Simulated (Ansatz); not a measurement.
## Structure relaxation of ZnAu

All numbers below come from Ansatz 0.2.0, DFT PBE, scalar-relativistic, plane waves, PAW. Cutoff 420 eV, Γ-centred k mesh, Gaussian smearing, no spin polarisation in the final step.

The start puts ZnAu on the tungsten carbide structure type (P-6m2, No. 187), with Zn in place of W, Au in place of C, at a guessed volume.

```yaml
crystal:
  lattice:
    - [3.27743, 0.00000, 0.00000]
    - [-1.63872, 2.83834, 0.00000]
    - [0.00000, 0.00000, 3.19664]
  atoms:
    - { symbol: Zn, position: [0.00000, 0.00000, 0.00000] }
    - { symbol: Au, position: [0.66667, 0.33333, 0.50000] }
```

Steps on the 6×6×6 mesh (2 atoms). 5 of 5 steps are shown, and the free energy counts from the last. Trial steps that were taken back and renewals of the plane-wave basis can be among the rows.

| step | ΔF (meV/atom) | V (Å³/atom) | P (GPa) |
| --- | --- | --- | --- |
| 1 | 257.8 | 14.87 | 31.28 |
| 2 | 20.2 | 17.12 | 6.21 |
| 3 | 4.1 | 17.80 | 1.85 |
| 4 | 2.4 | 18.11 | 0.21 |
| 5 | 0.0 | 18.11 | 0.28 |

Steps on the 18×18×16 mesh (2 atoms). 9 of 15 steps are shown, and the free energy counts from the last.

```
step  ΔF (meV/atom) V (Å³/atom) P (GPa)
   1           22.7        18.11     0.44
   4           22.3        18.20     0.85
   5           20.6        18.22     1.58
   6           11.9        18.41     1.91
   7            7.0        18.61     2.30
   9            4.1        19.03     0.08
  11            0.9        19.05     0.31
  12            0.3        19.16     0.45
  15            0.0        19.22     0.01
```

A final relaxation ran on a 18×18×20 mesh. The relaxed crystal, P-6m2 (No. 187):

```cif
data_structure
_symmetry_space_group_name_H-M 'P-6m2'
_symmetry_Int_Tables_number 187
_cell_length_a 3.9786
_cell_length_b 3.9786
_cell_length_c 2.8090
_cell_angle_alpha 90.000
_cell_angle_beta 90.000
_cell_angle_gamma 120.000
_cell_volume 38.51
loop_
_atom_site_label
_atom_site_type_symbol
_atom_site_symmetry_multiplicity
_atom_site_Wyckoff_symbol
_atom_site_fract_x
_atom_site_fract_y
_atom_site_fract_z
_atom_site_occupancy
Zn1 Zn 1 a 0.00000 0.00000 0.00000 1
Au1 Au 1 f 0.66667 0.33333 0.50000 1
```

For ZnAu, the volume per atom is 19.25 Å³, the density is 11.31 g/cm³ and the energy over the elements is -0.15 eV/atom. The gap on the 18×18×20 mesh is 0 eV (a metal).

Formation energies are uncorrected and refer to the elements' standard structures at the same level.

The final run used a 18×18×20 mesh on its 2-atom cell and 0.10 eV smearing. The k mesh leaves about 4 meV/atom of noise in metals. Spin–orbit coupling is left out.

Symmetry constrained the relaxation, so the result can be a saddle point.

Cost: 4 runs of about 8.4 core-minutes in all, on Arm Neoverse V2 (shared hosts).